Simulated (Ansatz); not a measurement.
Relaxation of a periodic cell of 17 atoms, Al₈GaN₈ (host AlN, host structure P6_3mc, interstitial Ga), to a largest force component of 0.08 eV/Å in at most 25 steps.

Level of theory: DFT PBE-D3(BJ), scalar-relativistic, plane waves, PAW in Ansatz 0.2.0. Settings: accuracy low, PAW set soft_1, cutoff 420 eV, k mesh 2x3x3, fermi-dirac smearing 0.1 eV, no spin polarisation.

```xyz
17
Lattice="-3.1286 -5.4189 0.0000 4.6929 -2.7094 0.0000 0.0000 0.0000 5.0170" Properties=species:S:1:pos:R:3:forces:R:3
Al 1.564 -4.516 2.505 -3.96 1.94 -2.89
Al 0.000 -3.613 5.013 1.43 -1.02 2.18
N 1.564 -4.516 4.418 -0.96 0.57 0.68
N 0.000 -3.613 1.910 1.72 -0.92 -1.46
Al 0.000 -1.806 2.505 6.51 3.85 -4.63
Al 3.129 -3.613 5.013 -0.16 2.38 2.03
N 0.000 -1.806 4.418 1.28 0.81 1.06
N 3.129 -3.613 1.910 0.05 1.83 -1.46
Al 3.129 -1.806 2.505 -0.04 0.13 -0.25
Al 1.564 -0.903 5.013 0.60 -0.24 0.66
N 3.129 -1.806 4.418 -0.03 -0.03 -0.53
N 1.564 -0.903 1.910 -0.18 0.01 0.16
Al -1.564 -4.516 2.505 -0.37 -4.93 -3.00
Al 1.564 -6.322 5.013 -1.66 -0.99 1.65
N -1.564 -4.516 4.418 -0.09 -1.26 0.89
N 1.564 -6.322 1.910 -1.49 -0.87 -1.35
Ga -1.486 -2.677 3.385 -2.64 -1.27 6.24
```

Where does it end, and by what steps?

The forces met the threshold. Limits of this set-up: coarse k mesh, odd electron count without spin, low accuracy level. After 13 steps the energy has fallen by 4.612 eV; Al5 moved furthest, 0.63 Å. Parted: N3–Ga17 (2.13 → 2.49 Å).

```json
{"step": "0", "energy less start (eV)": "0.0000", "largest force component (eV/Å)": "6.508", "accepted": "yes"}
{"step": "1", "energy less start (eV)": "-2.2699", "largest force component (eV/Å)": "2.856", "accepted": "yes"}
{"step": "2", "energy less start (eV)": "-3.1212", "largest force component (eV/Å)": "1.418", "accepted": "yes"}
{"step": "3", "energy less start (eV)": "-3.4047", "largest force component (eV/Å)": "0.867", "accepted": "yes"}
{"step": "4", "energy less start (eV)": "-3.4990", "largest force component (eV/Å)": "0.936", "accepted": "yes"}
{"step": "5", "energy less start (eV)": "-3.9093", "largest force component (eV/Å)": "0.841", "accepted": "yes"}
{"step": "6", "energy less start (eV)": "-4.2110", "largest force component (eV/Å)": "0.695", "accepted": "yes"}
{"step": "7", "energy less start (eV)": "-4.4526", "largest force component (eV/Å)": "0.828", "accepted": "yes"}
{"step": "8", "energy less start (eV)": "-4.1696", "largest force component (eV/Å)": "2.380", "accepted": "no"}
{"step": "9", "energy less start (eV)": "-4.5288", "largest force component (eV/Å)": "1.360", "accepted": "yes"}
{"step": "10", "energy less start (eV)": "-4.5945", "largest force component (eV/Å)": "0.412", "accepted": "yes"}
{"step": "11", "energy less start (eV)": "-4.6064", "largest force component (eV/Å)": "0.137", "accepted": "yes"}
{"step": "12", "energy less start (eV)": "-4.6047", "largest force component (eV/Å)": "0.214", "accepted": "no"}
{"step": "13", "energy less start (eV)": "-4.6121", "largest force component (eV/Å)": "0.041", "accepted": "yes"}
```

```xyz
17
Lattice="-3.1286 -5.4189 0.0000 4.6929 -2.7094 0.0000 0.0000 0.0000 5.0170" Properties=species:S:1:pos:R:3
Al 1.686 -4.582 2.548
Al 0.294 -3.778 5.415
N 1.585 -4.523 4.423
N 0.091 -3.660 2.164
Al -0.162 -1.663 1.917
Al 3.107 -3.539 4.874
N 0.046 -1.926 4.987
N 2.914 -3.409 1.686
Al 2.994 -1.724 2.412
Al 1.647 -0.946 5.021
N 3.127 -1.801 4.255
N 1.450 -0.832 1.995
Al -1.765 -4.440 1.917
Al 1.494 -6.334 4.874
N -1.434 -4.489 4.987
N 1.285 -6.230 1.686
Ga -1.074 -2.989 3.610
```

Time of the run: 120 s on 1 thread of Arm Neoverse V2, on a shared host, peak memory 0.39 GiB.
